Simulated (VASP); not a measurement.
# C (P6_3/mmc) in VASP: a series of runs

Runs on C. Level: PBE. Tasks: equation of state.

The COD entry that gives the cell may itself be a prediction, so a difference from it is no test against experiment.

Everything below comes from runs of VASP 6.6.1. Logs are shortened: lines on timing, memory, paths and dates and some standing lists are left out, and cuts for length are marked.

**1. The structure**

The structure is hexagonal, space group P6_3/mmc (No. 194). Conventional cell: a = 2.520 Å, b = 2.520 Å, c = 12.426 Å, α = 90.00°, β = 90.00°, γ = 120.00°. C (site symmetry 3m) has 4 C at 1.54 Å as nearest neighbours. Around C (site symmetry 3m) lie 4 C at 1.54 Å. C (site symmetry 3m) has 4 C at 1.54 to 1.57 Å as nearest neighbours.

This is a hexagonal form of diamond, not graphite.

**2. Equation of state, PBE, 5.47 Å³/atom (a relaxed cell with its volume scaled by 0.96)**

The input, INCAR:

```
SYSTEM = C
ALGO = Fast
EDIFF = 1E-7
ENCUT = 520
GGA = PE
ISIF = 2
ISMEAR = 0
KPAR = 4
LASPH = .TRUE.
LCHARG = .FALSE.
LREAL = .FALSE.
LWAVE = .FALSE.
NELM = 100
PREC = Accurate
SIGMA = 0.02
```

The input, KPOINTS:

```
k-points
0
G
  10 10 4
  0 0 0
```

The input, POSCAR:

```
C                                       
1.0
    2.4863403662     -0.0000000000     -0.0000000000
   -1.2431701831      2.1532339196     -0.0000000000
    0.0000000000     -0.0000000000     12.2584833560
  C             
    12
Direct
     0.6666666667000030    0.3333333332999970    0.3549162611690769
     0.3333333332999970    0.6666666667000030    0.8549162611690769
     0.6666666667000030    0.3333333332999970    0.1450837388309230
     0.3333333332999970    0.6666666667000030    0.6450837388309231
     0.6666666667000030    0.3333333332999970    0.4792300311692784
     0.3333333332999970    0.6666666667000030    0.9792300311692784
     0.6666666667000030    0.3333333332999970    0.0207699688307216
     0.3333333332999970    0.6666666667000030    0.5207699688307216
     0.0000000000000000    0.0000000000000000    0.8131481546470340
     0.0000000000000000    1.0000000000000000    0.3131481546470341
     0.0000000000000000    1.0000000000000000    0.6868518453529660
     0.0000000000000000    1.0000000000000000    0.1868518453529660
```

Potentials or basis: VASP PAW PBE potentials, release 64 (C).

Command:

```bash
cat potpaw_PBE.64/C/POTCAR > POTCAR
mpirun -np 4 vasp_std > vasp.out
```

OUTCAR:

```text
SYSTEM = C
   EDIFF = 1E-7
   ENCUT = 520
   GGA = PE
   ISIF = 2
   ISMEAR = 0
   LASPH = .TRUE.
   LREAL = .FALSE.
   NELM = 100
   PREC = Accurate

 ion  position               nearest neighbor table
   1  0.667  0.333  0.355-   5 1.52  10 1.52  10 1.52  10 1.52
   2  0.333  0.667  0.855-   6 1.52   9 1.52   9 1.52   9 1.52
   3  0.667  0.333  0.145-   7 1.52  12 1.52  12 1.52  12 1.52
   4  0.333  0.667  0.645-   8 1.52  11 1.52  11 1.52  11 1.52
   5  0.667  0.333  0.479-   8 1.52   8 1.52   8 1.52   1 1.52
   6  0.333  0.667  0.979-   7 1.52   7 1.52   7 1.52   2 1.52
   7  0.667  0.333  0.021-   6 1.52   6 1.52   6 1.52   3 1.52
   8  0.333  0.667  0.521-   5 1.52   5 1.52   5 1.52   4 1.52
   9  0.000  0.000  0.813-   2 1.52   2 1.52   2 1.52  11 1.55
  10  0.000  0.000  0.313-   1 1.52   1 1.52   1 1.52  12 1.55
  11  0.000  0.000  0.687-   4 1.52   4 1.52   4 1.52   9 1.55
  12  0.000  0.000  0.187-   3 1.52   3 1.52   3 1.52  10 1.55

  LATTYP: Found a hexagonal cell.
 ALAT       =     2.4863403662
 C/A-ratio  =     4.9303319540

  Lattice vectors:

 A1 = (   2.4863403662,   0.0000000000,   0.0000000000)
 A2 = (  -1.2431701831,   2.1532339196,   0.0000000000)
 A3 = (   0.0000000000,   0.0000000000,  12.2584833560)

Analysis of symmetry for initial positions (statically):
=====================================================================
 Subroutine PRICEL returns:
 Original cell was already a primitive cell.

 Routine SETGRP: Setting up the symmetry group for a
 hexagonal supercell.

 Subroutine GETGRP returns: Found 24 space group operations
 (whereof 12 operations were pure point group operations)
 out of a pool of 24 trial point group operations.

The static configuration has the point symmetry D_3d.
 The point group associated with its full space group is D_6h.

Analysis of symmetry for dynamics (positions and initial velocities):
=====================================================================
 Subroutine PRICEL returns:
 Original cell was already a primitive cell.

 Routine SETGRP: Setting up the symmetry group for a
 hexagonal supercell.

 Subroutine GETGRP returns: Found 24 space group operations
 (whereof 12 operations were pure point group operations)
 out of a pool of 24 trial point group operations.

The dynamic configuration has the point symmetry D_3d.
 The point group associated with its full space group is D_6h.

 Subroutine INISYM returns: Found 24 space group operations
 (whereof 12 operations are pure point group operations),
 and found     1 'primitive' translations

----------------------------------------------------------------------------------------

                                     Primitive cell

  volume of cell :      65.6279

  direct lattice vectors                    reciprocal lattice vectors
     2.486340366  0.000000000  0.000000000     0.402197548  0.232208863  0.000000000
    -1.243170183  2.153233920  0.000000000     0.000000000  0.464417726  0.000000000
     0.000000000  0.000000000 12.258483356     0.000000000  0.000000000  0.081576160

  length of vectors
     2.486340366  2.486340366 12.258483356     0.464417726  0.464417726  0.081576160

  position of ions in fractional coordinates (direct lattice)
     0.666666667  0.333333333  0.354916261
     0.333333333  0.666666667  0.854916261
     0.666666667  0.333333333  0.145083739
     0.333333333  0.666666667  0.645083739
     0.666666667  0.333333333  0.479230031
     0.333333333  0.666666667  0.979230031
     0.666666667  0.333333333  0.020769969
     0.333333333  0.666666667  0.520769969
     0.000000000  0.000000000  0.813148155
     0.000000000  0.000000000  0.313148155
     0.000000000  0.000000000  0.686851845
     0.000000000  0.000000000  0.186851845

  ion indices of the primitive-cell ions
   primitive index   ion index
                 1           1
                 2           2
                 3           3
                 4           4
                 5           5
                 6           6
                 7           7
                 8           8
                 9           9
                10          10
                11          11
                12          12

----------------------------------------------------------------------------------------

 KPOINTS: k-points

Automatic generation of k-mesh.
 Grid dimensions read from file:
 generate k-points for:   10   10    4

 Generating k-lattice:

  Cartesian coordinates                     Fractional coordinates (reciprocal lattice)
     0.040219755  0.023220886  0.000000000     0.100000000 -0.000000000  0.000000000
     0.000000000  0.046441773  0.000000000     0.000000000  0.100000000  0.000000000
     0.000000000  0.000000000  0.020394040     0.000000000  0.000000000  0.250000000

  Length of vectors
     0.046441773  0.046441773  0.020394040

  Shift w.r.t. Gamma in fractional coordinates (k-lattice)
     0.000000000  0.000000000  0.000000000

 Subroutine IBZKPT returns following result:
 ===========================================

 Found     42 irreducible k-points:

 Following reciprocal coordinates:
            Coordinates               Weight
  0.000000  0.000000  0.000000      1.000000
  0.100000  0.000000  0.000000      6.000000
  0.200000  0.000000  0.000000      6.000000
  0.300000  0.000000  0.000000      6.000000
  0.400000  0.000000  0.000000      6.000000
  0.500000 -0.000000  0.000000      3.000000
[... 16 lines left out ...]
  0.300000  0.100000  0.250000     24.000000
  0.400000  0.100000  0.250000     24.000000
 [... further k-points ...]
   k-points           NKPTS =     42   k-points in BZ     NKDIM =     42   number of bands    NBANDS=     31
   number of dos      NEDOS =    301   number of ions     NIONS =     12
   total plane-waves  NPLWV =  31104
   dimension x,y,z NGX =    18 NGY =   18 NGZ =   96
   dimension x,y,z NGXF=    36 NGYF=   36 NGZF=  192
   ions per type =              12
   NGX,Y,Z   is equivalent  to a cutoff of  12.04, 12.04, 13.02 a.u.
   NGXF,Y,Z  is equivalent  to a cutoff of  24.07, 24.07, 26.04 a.u.
 SYSTEM =  C
   PREC   = accura    normal or accurate (medium, high low for compatibility)
   ISTART =      0    job   : 0-new  1-cont  2-samecut
   ICHARG =      2    charge: 1-file 2-atom 10-const
   ISPIN  =      1    spin polarized calculation?
   LNONCOLLINEAR =      F non collinear calculations
   LSORBIT =      F    spin-orbit coupling
   LASPH  =      T    aspherical Exc in radial PAW
   ENCUT  =  520.0 eV  38.22 Ry    6.18 a.u.   4.62  4.62 22.79*2*pi/ulx,y,z
   NELM   =    100;   NELMIN=  2; NELMDL= -5     # of ELM steps
   EDIFF  = 0.1E-06   stopping-criterion for ELM
   LREAL  =      F    real-space projection
   EDIFFG = 0.1E-05   stopping-criterion for IOM
   NSW    =      0    number of steps for IOM
   IBRION =     -1    ionic relax: 0-MD 1-quasi-New 2-CG
   NFREE  =      0    steps in history (QN), initial steepest desc. (CG)
   ISIF   =      2    stress and relaxation
   ISYM   =      2    0-nonsym 1-usesym 2-fastsym
   POTIM  = 0.5000    time-step for ionic-motion
   TEBEG  =    0.0;   TEEND  =   0.0 temperature during run
   PSTRESS=    0.0 pullay stress
   NELECT =      48.0000    total number of electrons
   NUPDOWN=      -1.0000    fix difference up-down
   EMIN   =  10.00;   EMAX   =-10.00  energy-range for DOS
   EFERMI =   0.00;   METHOD = LEGACY
   ISMEAR =     0;   SIGMA  =   0.02  broadening in eV -4-tet -1-fermi 0-gaus
   EFERMI_NEDOS =   21; number of points for ismear=-14 and -15
   IALGO  =     68    algorithm
   IMIX   =      4    mixing-type and parameters
     AMIX     =   0.40;   BMIX     =  1.00
     AMIX_MAG =   1.60;   BMIX_MAG =  1.00
  volume/ion in A,a.u.               =       5.47        36.91
  Fermi-wavevector in a.u.,A,eV,Ry     =   1.475001  2.787348 29.601227  2.175629
  Thomas-Fermi vector in A             =   2.589704
   LORBIT       =      0    0 simple, 1 ext, 2 COOP (PROOUT), +10 PAW based schemes
   GGA     = PE    functional components
   LHFCALC =     F    Hartree Fock is set to
   AEXX    =    0.0000 exact exchange contribution
   IVDW    =     0    specifies the selected vdW correction
   LEPSILON=     F    determine dielectric tensor
   LRPA    =     F    only Hartree local field effects (RPA)
 non-spin polarized calculation
 RMM-DIIS sequential band-by-band and
 Gauss-broadening in eV      SIGMA  =   0.02
  energy-cutoff  :      520.00
  volume of cell :       65.63
 maximum number of plane-waves:      1790
   NGX =  9   NGY =  9   NGZ = 45

 number of electron      47.9999987 magnetization

 Free energy of the ion-electron system (eV)
  ---------------------------------------------------
  ext. energy  EPLUGINS =         0.00000000
  ---------------------------------------------------
  free energy    TOTEN  =      -108.86712405 eV

  energy without entropy =     -108.86712405  energy(sigma->0) =     -108.86712405

 E-fermi :  10.5041     XC(G=0): -13.4333

 val. band max:       10.3580868831   @ k =   0.0000   0.0000   0.0000
 cond. band min:      14.8923825695   @ k =   0.4000   0.0000   0.0000
 fundamental gap:      4.5342956864
 Fermi energy:        10.5040930960

 k-point     1 :       0.0000    0.0000    0.0000
  band No.  band energies     occupation
      1     -11.7192      2.00000
      2     -10.9778      2.00000
      3     -10.8990      2.00000
      4      -8.6781      2.00000
      5      -8.6134      2.00000
      6      -5.7997      2.00000
[... 23 lines left out ...]
     30      17.3862      0.00000
     31      17.3905      0.00000
[... 751 lines left out ...]
      1      -6.5943      2.00000
      2      -6.2531      2.00000
      3      -5.6040      2.00000
      4      -4.7740      2.00000
      5      -3.9777      2.00000
      6      -3.3623      2.00000
[... 23 lines left out ...]
     30      17.9542      0.00000
     31      18.5311      0.00000

 [... further k-points ...]

------------------------ aborting loop because EDIFF is reached ----------------------------------------

  FORCE on cell =-STRESS in cart. coord.  units (eV):
  Direction    XX          YY          ZZ          XY          YZ          ZX
  --------------------------------------------------------------------------------------
  -------------------------------------------------------------------------------------
  Total        8.1681755      8.1681755      8.2758775      0.0000000      0.0000000      0.0000000
  in kB      199.4100793    199.4100793    202.0394136      0.0000000      0.0000000      0.0000000
  external PRESSURE =     200.2865241 kB  Pullay stress =       0.0000000 kB

 VOLUME and BASIS-vectors are now :
 -----------------------------------------------------------------------------
  energy-cutoff  :      520.00
  volume of cell :       65.63
      direct lattice vectors                 reciprocal lattice vectors
     2.486340366  0.000000000  0.000000000     0.402197548  0.232208863  0.000000000
    -1.243170183  2.153233920  0.000000000     0.000000000  0.464417726  0.000000000
     0.000000000  0.000000000 12.258483356     0.000000000  0.000000000  0.081576160

 POSITION                                       TOTAL-FORCE (eV/Angst)
 -----------------------------------------------------------------------------------
      1.24317      0.71774      4.35074        -0.000000     -0.000000      0.008616
     -0.00000      1.43549     10.47998         0.000000     -0.000000      0.008616
      1.24317      0.71774      1.77851        -0.000000     -0.000000     -0.008616
     -0.00000      1.43549      7.90775         0.000000      0.000000     -0.008616
      1.24317      0.71774      5.87463         0.000000      0.000000      0.001025
     -0.00000      1.43549     12.00388        -0.000000      0.000000      0.001025
      1.24317      0.71774      0.25461         0.000000     -0.000000     -0.001025
     -0.00000      1.43549      6.38385        -0.000000     -0.000000     -0.001025
      0.00000      0.00000      9.96796         0.000000     -0.000000     -0.039616
      0.00000      0.00000      3.83872        -0.000000      0.000000     -0.039616
      0.00000      0.00000      8.41976         0.000000     -0.000000      0.039616
      0.00000      0.00000      2.29052        -0.000000      0.000000      0.039616
 -----------------------------------------------------------------------------------
    total drift:                                0.000000     -0.000000      0.000000

  FREE ENERGIE OF THE ION-ELECTRON SYSTEM (eV)
  ---------------------------------------------------
  free  energy   TOTEN  =      -108.8671240450 eV

  energy  without entropy=     -108.8671240450  energy(sigma->0) =     -108.86712405
```

It took 48 s on 4 MPI ranks of AMD EPYC 7R43 (Zen 3), shared host; peak memory 0.16 GiB.

Results:

```yaml
Free_energy: -108.8671 eV
Pressure: 20.0 GPa
Largest_force: 0.040 eV/Å
Band_gap_on_the_k_mesh: 4.53 eV, indirect (least direct gap 5.47 eV)
```

**3. Equation of state, PBE, 5.58 Å³/atom (a relaxed cell with its volume scaled by 0.98)**

INCAR is that of step 2.

KPOINTS is that of step 2.

POSCAR: that of step 2 with these lines changed.

```diff
@@ -2,5 +2,5 @@
 1.0
-    2.4863403662     -0.0000000000     -0.0000000000
-   -1.2431701831      2.1532339196     -0.0000000000
-    0.0000000000     -0.0000000000     12.2584833560
+    2.5034880830     -0.0000000000     -0.0000000000
+   -1.2517440415      2.1680842780     -0.0000000000
+    0.0000000000     -0.0000000000     12.3430272922
   C
```

Potentials or basis: VASP PAW PBE potentials, release 64 (C).

Command:

```bash
cat potpaw_PBE.64/C/POTCAR > POTCAR
mpirun -np 4 vasp_std > vasp.out
```

It took 53 s on 4 MPI ranks of AMD EPYC 7R43 (Zen 3), shared host; peak memory 0.17 GiB.

Results (log left out):

* Free energy: -108.9965 eV
* Pressure: 9.9 GPa
* Largest force: 0.023 eV/Å
* Band gap on the k mesh: 4.48 eV, indirect (least direct gap 5.42 eV)

**4. Equation of state, PBE, 5.70 Å³/atom**

INCAR is that of step 3.

KPOINTS is that of step 3.

POSCAR: that of step 3 with these lines changed.

```diff
@@ -2,5 +2,5 @@
 1.0
-    2.5034880830     -0.0000000000     -0.0000000000
-   -1.2517440415      2.1680842780     -0.0000000000
-    0.0000000000     -0.0000000000     12.3430272922
+    2.5204040562     -0.0000000000     -0.0000000000
+   -1.2602020281      2.1827339405     -0.0000000000
+    0.0000000000     -0.0000000000     12.4264286551
   C
```

Command:

```bash
cat potpaw_PBE.64/C/POTCAR > POTCAR
mpirun -np 4 vasp_std > vasp.out
```

Wall time 51 s (4 MPI ranks of AMD EPYC 7R43 (Zen 3), shared host); peak memory 0.18 GiB.

Results (log left out):

```yaml
Free_energy: -109.0436 eV
Pressure: 0.8 GPa
Largest_force: 0.007 eV/Å
Band_gap_on_the_k_mesh: 4.43 eV, indirect (least direct gap 5.37 eV)
```

**5. Equation of state, PBE, 5.81 Å³/atom (a relaxed cell with its volume scaled by 1.02)**

INCAR is that of step 4.

KPOINTS is that of step 4.

POSCAR: that of step 4 with these lines changed.

```diff
@@ -2,5 +2,5 @@
 1.0
-    2.5204040562     -0.0000000000     -0.0000000000
-   -1.2602020281      2.1827339405     -0.0000000000
-    0.0000000000     -0.0000000000     12.4264286551
+    2.5370959602     -0.0000000000     -0.0000000000
+   -1.2685479801      2.1971895534     -0.0000000000
+    0.0000000000     -0.0000000000     12.5087252830
   C
```

Command:

```bash
cat potpaw_PBE.64/C/POTCAR > POTCAR
mpirun -np 4 vasp_std > vasp.out
```

Wall time 52 s (4 MPI ranks of AMD EPYC 7R43 (Zen 3), shared host); peak memory 0.18 GiB.

The run converged. Its results:

- Free energy: -109.0159 eV
- Pressure: -7.6 GPa
- Largest force: 0.010 eV/Å
- Band gap on the k mesh: 4.38 eV, indirect (least direct gap 5.33 eV)

**6. Equation of state, PBE, 5.92 Å³/atom (a relaxed cell with its volume scaled by 1.04)**

INCAR is that of step 5.

KPOINTS is that of step 5.

POSCAR: that of step 5 with these lines changed.

```diff
@@ -2,5 +2,5 @@
 1.0
-    2.5370959602     -0.0000000000     -0.0000000000
-   -1.2685479801      2.1971895534     -0.0000000000
-    0.0000000000     -0.0000000000     12.5087252830
+    2.5535710709     -0.0000000000     -0.0000000000
+   -1.2767855355      2.2114574178     -0.0000000000
+    0.0000000000     -0.0000000000     12.5899530479
   C
```

Potentials or basis: VASP PAW PBE potentials, release 64 (C).

Command:

```bash
cat potpaw_PBE.64/C/POTCAR > POTCAR
mpirun -np 4 vasp_std > vasp.out
```

It took 58 s on 4 MPI ranks of AMD EPYC 7R43 (Zen 3), shared host; peak memory 0.18 GiB.

Results (log left out):

- Free energy: -108.9201 eV
- Pressure: -15.2 GPa
- Largest force: 0.023 eV/Å
- Band gap on the k mesh: 4.33 eV, indirect (least direct gap 5.28 eV)

**7. Equation of state, PBE**

This step only gathers the single runs of the series.

What came out:

| Property | Result |
| --- | --- |
| Equilibrium volume | 5.71 Å³/atom |
| Bulk modulus at fixed shape and positions | 434 GPa |
| Pressure derivative of the bulk modulus | 3.7 (rough: it moves with the points fitted) |

Energy against volume, from the lowest point:
```
volume (Å³/atom)  energy (meV/atom)
           5.469              14.70
           5.583               3.93
           5.697               0.00
           5.811               2.31
           5.925              10.29
```

Caveat: the cell was scaled at fixed shape and fractional positions, which overstates the stiffness of a crystal with free parameters, most of all of layers and chains.
